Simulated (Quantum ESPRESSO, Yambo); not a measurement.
## A GW run on KF (Carobbiite) in Yambo, with inputs changed

Aim: change inputs of a GW run on KF (Carobbiite) and see what moves.

Program: Yambo 5.3.0. Level of theory: PBE and many-body steps on it, plane waves. Results are calculated unless marked as measured.

Most raw output is cut from this account.

### 1. Starting point

It takes space group Fm-3m (No. 225, cubic). Conventional cell: a = 5.344 Å, b = 5.344 Å, c = 5.344 Å, α = 90.00°, β = 90.00°, γ = 90.00°. K has 6 F at 2.67 Å nearest. Nearest to F lie 6 K at 2.67 Å. Farther neighbours and most contacts between anions are not listed.

Coordinates:

```xyz
2
Lattice="0.0000 2.6719 2.6719 2.6719 0.0000 2.6719 2.6719 2.6719 0.0000" Properties=species:S:1:pos:R:3 pbc="T T T"
K     0.0000    0.0000    0.0000
F     2.6719    2.6719    2.6719
```

The cell and positions come from the Crystallography Open Database and are kept as given unless a step says otherwise.

### 2. Base

This step: Yambo 5.3.0; G0W0 on PBE, plane waves, norm-conserving pseudopotentials.

Now the one-shot GW correction: screening in the RPA, then the self-energy of the levels asked for.

Contents of gw1.in:

```
HF_and_locXC
gw0
dyson
ppa
em1d
rim_cut
RandQpts= 1000000
RandGvec= 1 RL
EXXRLvcs= 72 Ry
VXCRLvcs= 288 Ry
Chimod= "HARTREE"
% BndsRnXp
 1 | 101 |
%
NGsBlkXp= 13 Ry
% LongDrXp
 1 | 1 | 1 |
%
% GbndRnge
 1 | 101 |
%
DysSolver= "n"
ExtendOut
PPAPntXp= 27.21138 eV
% QPkrange
 1 | 1 | 7 | 10 |
%
```

Command:

```
> OMP_NUM_THREADS=1 mpirun -n 4 yambo -F gw1.in -J gw1 -C gw1 > gw1.log
```

Run time: 37 s. Hardware: 4 MPI ranks of Arm Neoverse V1, shared host; peak memory 1.4 GiB; 2.4 min of CPU time.

Numbers from this step:

```
G0W0 gap on the points computed              : 9.539 eV
starting gap on the mesh                     : 6.199 eV
k of the valence top                         : 0, 0, 0
k of the conduction bottom                   : 0, 0, 0
least direct G0W0 gap on the computed points : 9.539 eV
Z at the valence top                         : 0.8116
Z at the conduction bottom                   : 0.9004
```

The gap on the mesh goes from 6.20 eV to 9.54 eV, a correction of +3.34 eV.

### 3. Scissors in G

gw2.in, as its differences from gw1.in of step 2:

```diff
@@ -27 +27,4 @@
 %
+% GfnQP_E
+ 0.5 | 1.0 | 1.0 |
+%
```

Command:

```
> OMP_NUM_THREADS=1 mpirun -n 4 yambo -F gw2.in -J gw2,gw1_W -C gw2 > gw2.log
```

Wall time 14 s (4 MPI ranks); peak memory 1.3 GiB.

This step gave:

| Property | Result |
| --- | --- |
| G0W0 gap on the points computed | 9.577 eV |
| starting gap on the mesh | 6.199 eV |
| k of the valence top | 0, 0, 0 |
| k of the conduction bottom | 0, 0, 0 |
| least direct G0W0 gap on the computed points | 9.577 eV |
| Z at the valence top | 0.8119 |
| Z at the conduction bottom | 0.9030 |

The program's own table gives 9.626 eV, which is too large where the input levels are shifted: this version takes Σc at the unshifted level E₀, yet steps from the shifted one. The value above is the Newton step from E₀, E₀ + Z(Σc + Σx − Vxc), rebuilt from the printed columns.

### 4. Field direction

Contents of gw3.in:

```
HF_and_locXC
gw0
dyson
ppa
em1d
rim_cut
RandQpts= 1000000
RandGvec= 1 RL
EXXRLvcs= 72 Ry
VXCRLvcs= 288 Ry
Chimod= "HARTREE"
% BndsRnXp
 1 | 101 |
%
NGsBlkXp= 13 Ry
% LongDrXp
 0 | 0 | 1 |
%
% GbndRnge
 1 | 101 |
%
DysSolver= "n"
ExtendOut
PPAPntXp= 27.21138 eV
% QPkrange
 1 | 1 | 7 | 10 |
%
```

Command:

```
> OMP_NUM_THREADS=1 mpirun -n 4 yambo -F gw3.in -J gw3 -C gw3 > gw3.log
```

Wall time 37 s (4 MPI ranks); peak memory 1.4 GiB; 2.4 min of CPU time.

Numbers from this step:

| Quantity | Value |
| --- | --- |
| G0W0 gap on the points computed | 9.539 eV |
| starting gap on the mesh | 6.199 eV |
| k of the valence top | 0, 0, 0 |
| k of the conduction bottom | 0, 0, 0 |
| least direct G0W0 gap on the computed points | 9.539 eV |

Against G0W0 in Yambo (4×4×4 mesh, 101 bands, screening to 176.9 eV, Godby-Needs plasmon pole), the gap moves by −0.0001 eV.

### 5. Exchange cutoff

Contents of gw5.in:

```
HF_and_locXC
gw0
dyson
ppa
em1d
rim_cut
RandQpts= 1000000
RandGvec= 1 RL
EXXRLvcs= 144 Ry
VXCRLvcs= 288 Ry
Chimod= "HARTREE"
% BndsRnXp
 1 | 101 |
%
NGsBlkXp= 13 Ry
% LongDrXp
 1 | 1 | 1 |
%
% GbndRnge
 1 | 101 |
%
DysSolver= "n"
ExtendOut
PPAPntXp= 27.21138 eV
% QPkrange
 1 | 1 | 7 | 10 |
%
```

Command:

```
> OMP_NUM_THREADS=1 mpirun -n 4 yambo -F gw5.in -J gw5,gw1_W -C gw5 > gw5.log
```

It took 14 s on 4 MPI ranks; peak memory 1.3 GiB.

Numbers from this step:

```yaml
g0w0_gap_on_the_points_computed: 9.545 eV
starting_gap_on_the_mesh: 6.199 eV
k_of_the_valence_top: 0, 0, 0
k_of_the_conduction_bottom: 0, 0, 0
least_direct_g0w0_gap_on_the_computed_points: 9.545 eV
z_at_the_valence_top: 0.8116
z_at_the_conduction_bottom: 0.9004
```

### 6. No random integration

Contents of gw6.in:

```
HF_and_locXC
gw0
dyson
ppa
em1d
rim_cut
RandQpts= 0
RandGvec= 1 RL
EXXRLvcs= 72 Ry
VXCRLvcs= 288 Ry
Chimod= "HARTREE"
% BndsRnXp
 1 | 101 |
%
NGsBlkXp= 13 Ry
% LongDrXp
 1 | 1 | 1 |
%
% GbndRnge
 1 | 101 |
%
DysSolver= "n"
ExtendOut
PPAPntXp= 27.21138 eV
% QPkrange
 1 | 1 | 7 | 10 |
%
```

Command:

```
> OMP_NUM_THREADS=1 mpirun -n 4 yambo -F gw6.in -J gw6,gw1_W -C gw6 > gw6.log
```

Run time: 14 s. Hardware: 4 MPI ranks; peak memory 1.3 GiB; 56 s of CPU time.

Numbers from this step:

| Property | Result |
| --- | --- |
| G0W0 gap on the points computed | 9.392 eV |
| starting gap on the mesh | 6.199 eV |
| k of the valence top | 0, 0, 0 |
| k of the conduction bottom | 0, 0, 0 |
| least direct G0W0 gap on the computed points | 9.392 eV |
| Z at the valence top | 0.8139 |
| Z at the conduction bottom | 0.9030 |

### 7. Damping of G

gw7.in, as its differences from gw6.in of step 6:

```diff
@@ -6,3 +6,3 @@
 rim_cut
-RandQpts= 0
+RandQpts= 1000000
 RandGvec= 1 RL
@@ -27 +27,2 @@
 %
+GDamping= 1.0 eV
```

Command:

```
> OMP_NUM_THREADS=1 mpirun -n 4 yambo -F gw7.in -J gw7,gw1_W -C gw7 > gw7.log
```

The job ended after 14 s (4 MPI ranks; peak memory 1.3 GiB).

This step gave:

| Item | Value |
| --- | --- |
| G0W0 gap on the points computed | 9.547 eV |
| starting gap on the mesh | 6.199 eV |
| k of the valence top | 0, 0, 0 |
| k of the conduction bottom | 0, 0, 0 |
| least direct G0W0 gap on the computed points | 9.547 eV |

Against G0W0 in Yambo (4×4×4 mesh, 101 bands, screening to 176.9 eV, Godby-Needs plasmon pole), the gap moves by +0.008 eV.

### 8. Two empty bands

Contents of gw8.in:

```
HF_and_locXC
gw0
dyson
ppa
em1d
rim_cut
RandQpts= 1000000
RandGvec= 1 RL
EXXRLvcs= 72 Ry
VXCRLvcs= 288 Ry
Chimod= "HARTREE"
% BndsRnXp
 1 | 10 |
%
NGsBlkXp= 13 Ry
% LongDrXp
 1 | 1 | 1 |
%
% GbndRnge
 1 | 10 |
%
DysSolver= "n"
ExtendOut
PPAPntXp= 27.21138 eV
% QPkrange
 1 | 1 | 7 | 10 |
%
```

Command:

```
> OMP_NUM_THREADS=1 mpirun -n 4 yambo -F gw8.in -J gw8 -C gw8 > gw8.log
```

The job ended after 5.4 s (4 MPI ranks; peak memory 1.4 GiB).

The run ended normally, though the input holds a fault or crude settings.

The fault put into this input: two empty bands. It printed a gap of 12.20 eV, an artefact of the input.

### 9. Only filled bands in the screening

Contents of gw9.in:

```
HF_and_locXC
gw0
dyson
ppa
em1d
rim_cut
RandQpts= 1000000
RandGvec= 1 RL
EXXRLvcs= 72 Ry
VXCRLvcs= 288 Ry
Chimod= "HARTREE"
% BndsRnXp
 1 | 8 |
%
NGsBlkXp= 13 Ry
% LongDrXp
 1 | 1 | 1 |
%
% GbndRnge
 1 | 101 |
%
DysSolver= "n"
ExtendOut
PPAPntXp= 27.21138 eV
% QPkrange
 1 | 1 | 7 | 10 |
%
```

Command:

```
> OMP_NUM_THREADS=1 mpirun -n 4 yambo -F gw9.in -J gw9 -C gw9 > gw9.log
```

Elapsed: 14 s, on 4 MPI ranks; peak memory 1.4 GiB.

The run ended normally, though the input holds a fault or crude settings.

The fault put into this input: only filled bands in the screening.

### 10. The runs together

Times are wall times on 4 MPI ranks of Arm Neoverse V1, shared host, good to a factor of about two.

```csv
run,mesh,bands,screening cutoff (eV),DFT gap (eV),gap on the mesh (eV),direct (eV),time
base,4×4×4,101,176.9,6.199,9.539,9.539,37 s
scissors in G,4×4×4,101,176.9,6.199,9.577,9.577,14 s
field direction,4×4×4,101,176.9,6.199,9.539,9.539,37 s
exchange cutoff,4×4×4,101,176.9,6.199,9.545,9.545,14 s
no random integration,4×4×4,101,176.9,6.199,9.392,9.392,14 s
damping of G,4×4×4,101,176.9,6.199,9.547,9.547,14 s
```

### 11. Results

```
base                  : 9.539 eV
scissors in G         : 9.577 eV
field direction       : 9.539 eV
exchange cutoff       : 9.545 eV
no random integration : 9.392 eV
damping of G          : 9.547 eV
known limits          : not at the basis limit; coarse k mesh
```

**Reading.** Scissors in G: +0.038 eV against base (keys changed: GfnQP_E). Field direction: no change against base (keys changed: LongDrXp). Exchange cutoff: +0.006 eV against base (keys changed: EXXRLvcs). No random integration: −0.147 eV against base (keys changed: RandQpts). Damping of G: +0.008 eV against base (keys changed: GDamping). Bands and cutoff are finite, so the gap is not at the basis limit. The miss can reach some tenths of an eV and take either sign; the mesh is an error of its own. In the G0W0 runs levels were corrected at 1 k point alone, so a gap called «on the mesh» is the least over those, and an edge elsewhere would be missed. The 4×4×4 mesh is coarse for this cell, which bears on the long-range parts of exchange and screening.

[Paths, hosts, dates, memory and timing lines, banners, echoed tables and standing remarks are left out of the program output.]

[Logs are printed without paths, hosts, clocks, repeated set-up lines and the standing remarks that a program may print on its own settings, such as how far it seeks lower states.]

[Runs of the session that timed out or met a known fault of the program may be left out.]

[Hosts, paths, dates, database ids (printed as entryN), source tags and the programs' standing remarks are cut or masked in the printed files.]
